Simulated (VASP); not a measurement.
# Fe (Im-3m) in VASP: a series of runs

One crystal, Fe, is run at these levels: PBE, LDA; tasks: relaxation of cell and atoms, single point.

All numbers are computed with VASP 6.6.1; they aren't measurements. Logs are shortened: lines on timing, memory, paths and dates and some standing lists are left out, and cuts for length are marked.

### Step 1. The crystal as given

The structure is cubic, space group Im-3m (No. 229). Conventional cell: a = 2.886 Å, b = 2.886 Å, c = 2.886 Å, α = 90.00°, β = 90.00°, γ = 90.00°. Fe (site symmetry m-3m) is surrounded by 8 Fe at 2.50 Å.

### Step 2. Relaxation of cell and atoms, PBE, collinear spin, ferromagnetic start

INCAR

```
PREC = Accurate ; ENCUT = 600
EDIFF = 1E-6 ; ISMEAR = 1
SIGMA = 0.1 ; LREAL = False
LASPH = True ; NELM = 150
ALGO = Normal ; ISIF = 3
LWAVE = False ; LCHARG = False
ISPIN = 2 ; MAGMOM = 2.5
LORBIT = 11 ; LMAXMIX = 4
GGA = PE ; IBRION = 2
NSW = 90 ; EDIFFG = -0.01
AMIX = 0.2 ; BMIX = 1E-4
AMIX_MAG = 0.8 ; BMIX_MAG = 1E-4
```

KPOINTS

```
Automatic mesh
0
Gamma
  18 18 18
```

POSCAR

```
Fe
1.0
   -1.4430000000      1.4430000000      1.4430000000
    1.4430000000     -1.4430000000      1.4430000000
    1.4430000000      1.4430000000     -1.4430000000
Fe
1
Direct
    0.0000000000      0.0000000000      0.0000000000
```

Potentials or basis: VASP PAW PBE potentials, release 64 (Fe).

Launch:

```console
$ cat potpaw_PBE.64/Fe/POTCAR > POTCAR
$ mpirun -np 1 vasp_std > vasp.out
```

OUTCAR:

```text
PREC = Accurate
   ENCUT = 600
   EDIFF = 1E-6
   ISMEAR = 1
   LREAL = False
   LASPH = True
   NELM = 150
   ISIF = 3
   ISPIN = 2
   LORBIT = 11
   GGA = PE
   IBRION = 2
   NSW = 90
   EDIFFG = -0.01
   AMIX = 0.2
   AMIX_MAG = 0.8

 ion  position               nearest neighbor table
   1  0.000  0.000  0.000-

  LATTYP: Found a body centered cubic cell.
 ALAT       =     2.8860000000

  Lattice vectors:

 A1 = (  -1.4430000000,   1.4430000000,   1.4430000000)
 A2 = (   1.4430000000,  -1.4430000000,   1.4430000000)
 A3 = (   1.4430000000,   1.4430000000,  -1.4430000000)

Analysis of symmetry for initial positions (statically):
=====================================================================
 Subroutine PRICEL returns:
 Original cell was already a primitive cell.

 Routine SETGRP: Setting up the symmetry group for a
 body centered cubic supercell.

 Subroutine GETGRP returns: Found 48 space group operations
 (whereof 48 operations were pure point group operations)
 out of a pool of 48 trial point group operations.

The static configuration has the point symmetry O_h .

Analysis of symmetry for dynamics (positions and initial velocities):
=====================================================================
 Subroutine PRICEL returns:
 Original cell was already a primitive cell.

 Routine SETGRP: Setting up the symmetry group for a
 body centered cubic supercell.

 Subroutine GETGRP returns: Found 48 space group operations
 (whereof 48 operations were pure point group operations)
 out of a pool of 48 trial point group operations.

The dynamic configuration has the point symmetry O_h .

Analysis of structural, dynamic, and magnetic symmetry:
=====================================================================
 Subroutine PRICEL returns:
 Original cell was already a primitive cell.

 Routine SETGRP: Setting up the symmetry group for a
 body centered cubic supercell.

 Subroutine GETGRP returns: Found 48 space group operations
 (whereof 48 operations were pure point group operations)
 out of a pool of 48 trial point group operations.

The overall configuration has the point symmetry O_h .

 Subroutine INISYM returns: Found 48 space group operations
 (whereof 48 operations are pure point group operations),
 and found     1 'primitive' translations

----------------------------------------------------------------------------------------

                                     Primitive cell

  volume of cell :      12.0187

  direct lattice vectors                    reciprocal lattice vectors
    -1.443000000  1.443000000  1.443000000     0.000000000  0.346500347  0.346500347
     1.443000000 -1.443000000  1.443000000     0.346500347  0.000000000  0.346500347
     1.443000000  1.443000000 -1.443000000     0.346500347  0.346500347  0.000000000

  length of vectors
     2.499349315  2.499349315  2.499349315     0.490025489  0.490025489  0.490025489

  position of ions in fractional coordinates (direct lattice)
     0.000000000  0.000000000  0.000000000

  ion indices of the primitive-cell ions
   primitive index   ion index
                 1           1

----------------------------------------------------------------------------------------

 KPOINTS: Automatic mesh

Automatic generation of k-mesh.
 Grid dimensions read from file:
 generate k-points for:   18   18   18

 Generating k-lattice:

  Cartesian coordinates                     Fractional coordinates (reciprocal lattice)
     0.000000000  0.019250019  0.019250019     0.055555556  0.000000000  0.000000000
     0.019250019  0.000000000  0.019250019     0.000000000  0.055555556  0.000000000
     0.019250019  0.019250019  0.000000000     0.000000000  0.000000000  0.055555556

  Length of vectors
     0.027223638  0.027223638  0.027223638

  Shift w.r.t. Gamma in fractional coordinates (k-lattice)
     0.000000000  0.000000000  0.000000000

 Subroutine IBZKPT returns following result:
 ===========================================

 Found    195 irreducible k-points:

 Following reciprocal coordinates:
[... 40 lines left out ...]
  volume/ion in A,a.u.               =      12.02        81.11
  Fermi-wavevector in a.u.,A,eV,Ry     =   1.429394  2.701162 27.798962  2.043166
  Thomas-Fermi vector in A             =   2.549352
   LORBIT       =     11    0 simple, 1 ext, 2 COOP (PROOUT), +10 PAW based schemes
   GGA     = PE    functional components
   LHFCALC =     F    Hartree Fock is set to
   AEXX    =    0.0000 exact exchange contribution
   IVDW    =     0    specifies the selected vdW correction
   LEPSILON=     F    determine dielectric tensor
   LRPA    =     F    only Hartree local field effects (RPA)
 conjugate gradient relaxation of ions
 spin polarized calculation
 Methfessel and Paxton  Order N= 1 SIGMA  =   0.10
  energy-cutoff  :      600.00
  volume of cell :       12.02
 maximum number of plane-waves:       418
   NGX =  9   NGY =  9   NGZ =  9

--------------------------------------- Ionic step        1  -------------------------------------------

 number of electron       7.9999995 magnetization       2.2664654

 Free energy of the ion-electron system (eV)
  ---------------------------------------------------
  ext. energy  EPLUGINS =         0.00000000
  ---------------------------------------------------
  free energy    TOTEN  =        -8.22035276 eV

  energy without entropy =       -8.22065846  energy(sigma->0) =       -8.22045466

------------------------ aborting loop because EDIFF is reached ----------------------------------------

  FORCE on cell =-STRESS in cart. coord.  units (eV):
  Direction    XX          YY          ZZ          XY          YZ          ZX
  --------------------------------------------------------------------------------------
  -------------------------------------------------------------------------------------
  Total       -0.7286254     -0.7286254     -0.7286254     -0.0000000      0.0000000      0.0000000
  in kB      -97.1305639    -97.1305639    -97.1305639     -0.0000000      0.0000000      0.0000000
  external PRESSURE =     -97.1305639 kB  Pullay stress =       0.0000000 kB
[... 55 lines left out ...]
  energy  without entropy=       -8.2261663426  energy(sigma->0) =       -8.22650146

--------------------------------------- Ionic step        3  -------------------------------------------

 number of electron       8.0000006 magnetization       2.1694507

 Free energy of the ion-electron system (eV)
  ---------------------------------------------------
  ext. energy  EPLUGINS =         0.00000000
  ---------------------------------------------------
  free energy    TOTEN  =        -8.24420062 eV

  energy without entropy =       -8.24411573  energy(sigma->0) =       -8.24417233

 E-fermi :   5.8537     XC(G=0): -13.1370

 val. band max:        5.8507857497   @ k =  -0.3889   0.5000   0.2778
 cond. band min:       5.8665278157   @ k =  -0.3889   0.4444   0.1667
 fundamental gap:      0.0157420660
 Fermi energy:         5.8537261041

 spin component 1

 k-point     1 :       0.0000    0.0000    0.0000
  band No.  band energies     occupation
      1      -2.5917      1.00000
      2       3.5527      1.00000
      3       3.5527      1.00000
      4       3.5527      1.00000
      5       4.7607      1.00000
      6       4.7607      1.00000
      7      30.9169      0.00000
      8      30.9169      0.00000
      9      30.9169      0.00000
[... 265 lines left out ...]
 k-point    24 :       0.3889    0.1111   -0.0000
  band No.  band energies     occupation
      1       1.1700      1.00000
      2       2.5369      1.00000
      3       4.2277      1.00000
      4       4.8041      1.00000
      5       5.4003      1.00000
      6       7.5939     -0.00000
      7      14.0841      0.00000
      8      22.1407      0.00000
      9      25.4783      0.00000

 [... further k-points ...]

 spin component 2

 k-point     1 :       0.0000    0.0000    0.0000
  band No.  band energies     occupation
      1      -2.4292      1.00000
      2       5.4352      1.00000
      3       5.4353      1.00000
      4       5.4353      1.00000
      5       7.5075     -0.00000
      6       7.5076     -0.00000
      7      30.6623      0.00000
      8      30.6623      0.00000
      9      30.6623      0.00000
[... 304 lines left out ...]
  FREE ENERGIE OF THE ION-ELECTRON SYSTEM (eV)
  ---------------------------------------------------
  free  energy   TOTEN  =        -8.2442006235 eV

  energy  without entropy=       -8.2441157290  energy(sigma->0) =       -8.24417233

 reached required accuracy - stopping structural energy minimisation

 total charge

# of ion       s       p       d       tot
------------------------------------------
    1        0.489   0.545   6.242   7.275

 magnetization (x)

# of ion       s       p       d       tot
------------------------------------------
    1       -0.013  -0.056   2.237   2.167
```

Wall time 42 s (1 thread of Intel Xeon 6975P-C (Granite Rapids), shared host); peak memory 0.17 GiB.

What came out:

- Free energy: -8.2442 eV
- Relaxed volume: 11.32 Å³/atom
- Relaxed cell: a = 2.450 Å, b = 2.450 Å, c = 2.450 Å, α = 109.47°, β = 109.47°, γ = 109.47°
- Space group after relaxing (to 0.05 Å): Im-3m (No. 229)
- Energy gained by relaxing: 23.8 meV/atom
- Ionic steps: 3
- Pressure after relaxing: 0.1 GPa
- Band gap on the k mesh: none (metal or under the smearing width)
- Net moment: 2.17 μB per cell
- Site moments: Fe +2.17 μB
- Valence electrons inside the program's atomic spheres: Fe 7.28

The path:
```tsv
step	energy change (eV)	largest force (eV/Å)	pressure (GPa)	volume (Å³)
1	0.0000	0.0000	-9.71	12.02
2	-0.0063	0.0000	10.81	10.80
3	-0.0238	0.0000	0.07	11.32
```

Final structure:
```
Fe
1.0
    -1.41456    1.41456    1.41456
     1.41456   -1.41456    1.41456
     1.41456    1.41456   -1.41456
Fe
1
Direct
  0.00000 0.00000 0.00000
```

Levels at points of the mesh, in eV from the Fermi level:
Spin up:
```tsv
k point	band 1	band 2	band 3	band 4	band 5	band 6	band 7	band 8	band 9
(0.00, 0.00, 0.00)	-8.45	-2.30	-2.30	-2.30	-1.09	-1.09	25.06	25.06	25.06
(0.50, 0.00, 0.00)	-4.93	-3.39	-1.02	-0.90	0.40	0.53	7.39	18.40	20.29
(0.50, 0.50, 0.50)	-4.87	-4.87	0.13	0.13	0.13	9.97	9.97	9.97	15.68
```
Spin down:
```tsv
k point	band 1	band 2	band 3	band 4	band 5	band 6	band 7
(0.00, 0.00, 0.00)	-8.28	-0.42	-0.42	-0.42	1.65	1.65	24.81
(0.50, 0.00, 0.00)	-3.67	-1.70	0.63	1.50	1.91	2.59	8.75
(0.50, 0.50, 0.50)	-3.05	-3.05	2.28	2.28	2.28	10.23	10.23
```

### Step 3. Relaxation of cell and atoms, PBE, collinear spin, ferromagnetic start

This run uses another cell than the first one, of 11.32 Å³/atom, 0.942 times its volume.

INCAR: that of step 2 with these lines changed.

```diff
@@ -1,3 +1,3 @@
 PREC = Accurate ; ENCUT = 600
-EDIFF = 1E-6 ; ISMEAR = 1
+EDIFF = 1E-7 ; ISMEAR = 1
 SIGMA = 0.1 ; LREAL = False
@@ -9,3 +9,3 @@
 GGA = PE ; IBRION = 2
-NSW = 90 ; EDIFFG = -0.01
+NSW = 90 ; EDIFFG = -0.005
 AMIX = 0.2 ; BMIX = 1E-4
```

KPOINTS is that of step 2.

POSCAR

```
Fe                                      
1.0
   -1.4145604691      1.4145604691      1.4145604691
    1.4145604691     -1.4145604691      1.4145604691
    1.4145604691      1.4145604691     -1.4145604691
  Fe            
     1
Direct
     0.0000000000000000    0.0000000000000000    0.0000000000000000
```

Potentials or basis: VASP PAW PBE potentials, release 64 (Fe).

Launch:

```console
$ cat potpaw_PBE.64/Fe/POTCAR > POTCAR
$ mpirun -np 1 vasp_std > vasp.out
```

Run time: 20 s. Hardware: 1 thread of Intel Xeon 6975P-C (Granite Rapids), shared host; peak memory 0.16 GiB.

Results (log left out):

```
Free energy                                           : -8.2439 eV
Pressure after relaxing                               : 0.1 GPa
Band gap on the k mesh                                : none (metal or under the smearing width)
Net moment                                            : 2.17 μB per cell
Site moments                                          : Fe +2.17 μB
Valence electrons inside the program's atomic spheres : Fe 7.28
```

Final structure:
```xyz
1
Lattice="-1.4146 1.4146 1.4146 1.4146 -1.4146 1.4146 1.4146 1.4146 -1.4146" Properties=species:S:1:pos:R:3 pbc="T T T"
Fe    0.0000    0.0000    0.0000
```

Levels at points of the mesh, in eV from the Fermi level:
Spin up:
| k point | band 3 | band 4 | band 5 | band 6 | band 7 | band 8 |
| --- | --- | --- | --- | --- | --- | --- |
| (0.00, 0.00, 0.00) | -2.30 | -2.30 | -1.09 | -1.09 | 25.06 | 25.06 |
| (0.50, 0.00, 0.00) | -1.02 | -0.90 | 0.40 | 0.53 | 7.39 | 18.40 |
| (0.50, 0.50, 0.50) | 0.13 | 0.13 | 0.13 | 9.97 | 9.97 | 9.97 |
Spin down:
| k point | band 1 | band 2 | band 3 | band 4 | band 5 | band 6 | band 7 | band 8 |
| --- | --- | --- | --- | --- | --- | --- | --- | --- |
| (0.00, 0.00, 0.00) | -8.28 | -0.42 | -0.42 | -0.42 | 1.65 | 1.65 | 24.81 | 24.81 |
| (0.50, 0.00, 0.00) | -3.67 | -1.70 | 0.63 | 1.50 | 1.91 | 2.59 | 8.75 | 18.45 |
| (0.50, 0.50, 0.50) | -3.05 | -3.05 | 2.28 | 2.28 | 2.28 | 10.23 | 10.23 | 10.23 |

Caveat: the relaxation stopped at its first step, so nothing moved.

### Step 4. Single point, LDA, collinear spin, ferromagnetic start

INCAR

```
ALGO     = Normal         # electronic algorithm
AMIX     = 0.2          
AMIX_MAG = 0.8          
BMIX     = 1E-4         
BMIX_MAG = 1E-4         
EDIFF    = 1E-7           # SCF threshold, eV
ENCUT    = 600            # plane-wave cutoff, eV
ISIF     = 2              # what is computed and relaxed
ISMEAR   = 1              # smearing method
ISPIN    = 2              # spin polarisation
LASPH    = True           # aspherical terms in the spheres
LCHARG   = False          # write CHGCAR
LMAXMIX  = 4              # l up to which the mixer works
LORBIT   = 11             # projections on sites
LREAL    = False          # projectors in reciprocal space
LWAVE    = False          # write WAVECAR
MAGMOM   = 2.5            # initial moments
NBANDS   = 14             # bands
NELM     = 150            # most SCF steps
PREC     = Accurate       # precision mode
SIGMA    = 0.1            # smearing width, eV
```

KPOINTS

```
k-points
0
Gamma
  18 18 18
```

POSCAR

```
Fe
1.0
   -1.4430000000      1.4430000000      1.4430000000
    1.4430000000     -1.4430000000      1.4430000000
    1.4430000000      1.4430000000     -1.4430000000
Fe
1
Direct
    0.0000000000      0.0000000000      0.0000000000
```

Potentials or basis: VASP PAW LDA potentials, release 64 (Fe).

Launch:

```console
$ cat potpaw_LDA.64/Fe/POTCAR > POTCAR
$ mpirun -np 1 vasp_std > vasp.out
```

It took 31 s on 1 thread of Intel Xeon 6975P-C (Granite Rapids), shared host; peak memory 0.17 GiB.

The run converged. Its results:

```
Free energy                                           : -9.0693 eV
Pressure                                              : -26.5 GPa
Band gap on the k mesh                                : none (metal or under the smearing width)
Net moment                                            : 2.19 μB per cell
Site moments                                          : Fe +2.17 μB
Valence electrons inside the program's atomic spheres : Fe 7.17
```

Levels at points of the mesh, in eV from the Fermi level:
Spin up:
| k point | band 2 | band 3 | band 4 | band 5 | band 6 | band 7 | band 8 | band 9 |
| --- | --- | --- | --- | --- | --- | --- | --- | --- |
| (0.00, 0.00, 0.00) | -2.15 | -2.15 | -2.15 | -0.92 | -0.92 | 24.35 | 24.35 | 24.35 |
| (0.50, 0.00, 0.00) | -3.16 | -0.89 | -0.74 | 0.36 | 0.47 | 6.87 | 17.80 | 19.20 |
| (0.50, 0.50, 0.50) | -4.44 | 0.10 | 0.10 | 0.10 | 9.43 | 9.43 | 9.43 | 15.11 |
Spin down:
```
           k point  band 1  band 2  band 3  band 4  band 5  band 6  band 7  band 8
(0.00, 0.00, 0.00)   -7.81   -0.35   -0.35   -0.35    1.37    1.37   24.49   24.49
(0.50, 0.00, 0.00)   -3.37   -1.52    0.81    1.28    1.59    2.43    8.19   18.09
(0.50, 0.50, 0.50)   -2.84   -2.84    2.15    2.15    2.15    9.88    9.88    9.88
```

Caveat: so large a pressure means that the cell lies far from this level's equilibrium, or that cutoff or potentials fall short.

### Step 5. Relaxation of cell and atoms, LDA, collinear spin, ferromagnetic start

INCAR: that of step 4 with these lines changed.

```diff
@@ -5,5 +5,7 @@
 BMIX_MAG = 1E-4         
-EDIFF    = 1E-7           # SCF threshold, eV
+EDIFF    = 1E-6           # SCF threshold, eV
+EDIFFG   = -0.01          # ionic threshold
 ENCUT    = 600            # plane-wave cutoff, eV
-ISIF     = 2              # what is computed and relaxed
+IBRION   = 2              # ionic algorithm
+ISIF     = 3              # what is computed and relaxed
 ISMEAR   = 1              # smearing method
@@ -17,4 +19,4 @@
 MAGMOM   = 2.5            # initial moments
-NBANDS   = 14             # bands
 NELM     = 150            # most SCF steps
+NSW      = 90             # ionic steps
 PREC     = Accurate       # precision mode
```

KPOINTS is that of step 4.

POSCAR is that of step 4.

Launch:

```console
$ cat potpaw_LDA.64/Fe/POTCAR > POTCAR
$ mpirun -np 1 vasp_std > vasp.out
```

It took 69 s on 1 thread of Intel Xeon 6975P-C (Granite Rapids), shared host; peak memory 0.18 GiB.

It converged, with:

- Free energy: -9.2249 eV
- Relaxed volume: 10.36 Å³/atom
- Relaxed cell: a = 2.378 Å, b = 2.378 Å, c = 2.378 Å, α = 109.47°, β = 109.47°, γ = 109.47°
- Space group after relaxing (to 0.05 Å): Im-3m (No. 229)
- Energy gained by relaxing: 155.6 meV/atom
- Ionic steps: 7
- Pressure after relaxing: -0.1 GPa
- Band gap on the k mesh: none (metal or under the smearing width)
- Net moment: 1.95 μB per cell
- Site moments: Fe +1.92 μB
- Valence electrons inside the program's atomic spheres: Fe 7.49

The path:
| step | energy change (eV) | largest force (eV/Å) | pressure (GPa) | volume (Å³) |
| --- | --- | --- | --- | --- |
| 1 | 0.0000 | 0.0000 | -26.49 | 12.02 |
| 2 | 0.0665 | 0.0000 | 56.08 | 8.88 |
| 3 | -0.1554 | 0.0000 | -1.30 | 10.41 |
| 4 | -0.1556 | 0.0000 | -0.47 | 10.37 |
| 5 | -0.1556 | 0.0000 | 0.32 | 10.34 |
| 6 | -0.1556 | 0.0000 | -0.17 | 10.37 |
| 7 | -0.1556 | 0.0000 | -0.05 | 10.36 |

Final structure:
```cif
data_structure
_symmetry_space_group_name_H-M 'P 1'
_symmetry_Int_Tables_number 1
_cell_length_a 2.3784
_cell_length_b 2.3784
_cell_length_c 2.3784
_cell_angle_alpha 109.471
_cell_angle_beta 109.471
_cell_angle_gamma 109.471
_cell_volume 10.36
loop_
_atom_site_label
_atom_site_type_symbol
_atom_site_fract_x
_atom_site_fract_y
_atom_site_fract_z
_atom_site_occupancy
Fe1 Fe 0.00000 0.00000 0.00000 1
```

Levels at points of the mesh, in eV from the Fermi level:
Spin up:
```
           k point  band 1  band 2  band 3  band 4  band 5  band 6  band 7  band 8  band 9
(0.00, 0.00, 0.00)   -9.13   -2.52   -2.52   -2.52   -0.96   -0.96   25.71   25.71   25.71
(0.50, 0.00, 0.00)   -5.51   -3.79   -0.92   -0.73    0.35    0.62    8.18   18.97   21.49
(0.50, 0.50, 0.50)   -5.41   -5.41    0.31    0.31    0.31   10.42   10.42   10.42   16.62
```
Spin down:
```tsv
k point	band 1	band 2	band 3	band 4	band 5	band 6	band 7
(0.00, 0.00, 0.00)	-8.75	-0.94	-0.94	-0.94	1.13	1.13	25.89
(0.50, 0.00, 0.00)	-4.39	-2.36	0.73	1.05	1.42	2.46	9.41
(0.50, 0.50, 0.50)	-3.98	-3.98	2.11	2.11	2.11	10.87	10.87
```

Caveat: the volume moved by -14 % from the deposited cell, more than functionals usually miss. LDA usually gives volumes a few per cent too small.

### Step 6. Summary

| task | level | potentials or basis | cell | gap on the mesh (eV) | pressure (GPa) | moment (μB) |
| --- | --- | --- | --- | --- | --- | --- |
| relaxation of cell and atoms | PBE | VASP PAW PBE potentials, release 64 (Fe) | relaxed | none | 0.1 | 2.17 |
| single point | LDA | VASP PAW LDA potentials, release 64 (Fe) | Im-3m, 12.02 Å³/atom | none | -26.5 | 2.19 |
| relaxation of cell and atoms | LDA | VASP PAW LDA potentials, release 64 (Fe) | relaxed | none | -0.1 | 1.95 |

Alike in all rows: spin collinear, ferromagnetic start; k mesh 18 × 18 × 18; cutoff (eV) 600; smearing methfessel-paxton 0.1 eV.

Caveats: the relaxation stopped at its first step, so nothing moved (some runs); so large a pressure means that the cell lies far from this level's equilibrium, or that cutoff or potentials fall short (some runs); the volume moved by -14 % from the deposited cell, more than functionals usually miss (some runs).

Absolute energies hang on the potentials; compare differences alone.
